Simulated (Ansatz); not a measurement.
GaN (F-43m) from a database of computed structures, relaxed with r2SCAN in Ansatz 0.2.0. It is cubic, F-43m (No. 216); conventional cell a = 4.498 Å, 11.37 Å³ an atom. Around Ga lie 4 N at 1.95 Å; around N lie 4 Ga at 1.95 Å.

The axes x, y and z are those of this cell:
```xyz
2
Lattice="0.0000 2.2490 2.2490 2.2490 0.0000 2.2490 2.2490 2.2490 0.0000" Properties=species:S:1:pos:R:3 pbc="T T T"
Ga    0.0000    0.0000    0.0000
N     3.3734    3.3734    3.3734
```

Unstrained: The PBE gap is direct at Γ: 1.756 eV. r2SCAN gives a direct gap of 2.168 eV at Γ. With HSE06 the gap is 3.005 eV and direct, at Γ. Meshes: PBE 10×10×10, r2SCAN 10×10×10, HSE06 6×6×6. Strains are changes of length per length, and xy shears are angles. After each strain the atoms were relaxed again with r2SCAN within the symmetry that the strain leaves, so tilts or polar shifts that break it weren't tested; points keep the names that they have in the unstrained zone. No spin polarisation and no zero-point or thermal motion.

**Question.** Apply uniaxial +4.82 % along z, other directions held. How far does the gap move, against the unstrained cell?

**Answer.** PBE: the gap goes from 1.756 to 1.368 eV (-0.388 eV); with r2SCAN the top three valence levels at Γ, degenerate before, become 2+1 from the top over 235 meV. r2SCAN: the gap goes from 2.168 to 1.765 eV (-0.403 eV). HSE06: the gap goes from 3.005 to 2.570 eV (-0.435 eV). The r2SCAN energy rises by 22.8 meV an atom.

**Question.** Apply uniaxial -0.86 % along x, other directions held. How far does the gap move, against the unstrained cell?

**Answer.** PBE: the gap goes from 1.756 to 1.783 eV (+0.027 eV); with r2SCAN the top three valence levels at Γ, degenerate before, become 1+2 from the top over 40 meV. r2SCAN: the gap goes from 2.168 to 2.200 eV (+0.032 eV). HSE06: the gap goes from 3.005 to 3.042 eV (+0.037 eV). The r2SCAN energy rises by 0.7 meV an atom.

**Question.** Estimate what isotropic -4.29 % on every length does to the gap.

**Answer.** PBE: the gap goes from 1.756 to 2.593 eV (+0.837 eV). r2SCAN: the gap goes from 2.168 to 3.049 eV (+0.881 eV). HSE06: the gap goes from 3.005 to 3.968 eV (+0.963 eV). The r2SCAN energy rises by 133.5 meV an atom.

**Question.** One strain changed the r2SCAN stress by xx +0.06, yy +0.06, zz -0.01, xy +3.90 GPa (compression positive) and the gap by -0.092 eV (PBE), -0.092 eV (r2SCAN), -0.089 eV (HSE06). Which kind of strain was it, and roughly how large?

**Answer.** Xy shear, engineering strain (angle) -2.41 %. The pattern of the stress gives the kind; the size needs the stiffness, so it is an estimate.

The meshes of the hybrids are coarse, so their gaps aren't converged to the digits shown.

The splittings at Γ are without spin-orbit coupling, which regroups them where it is of like size or larger.
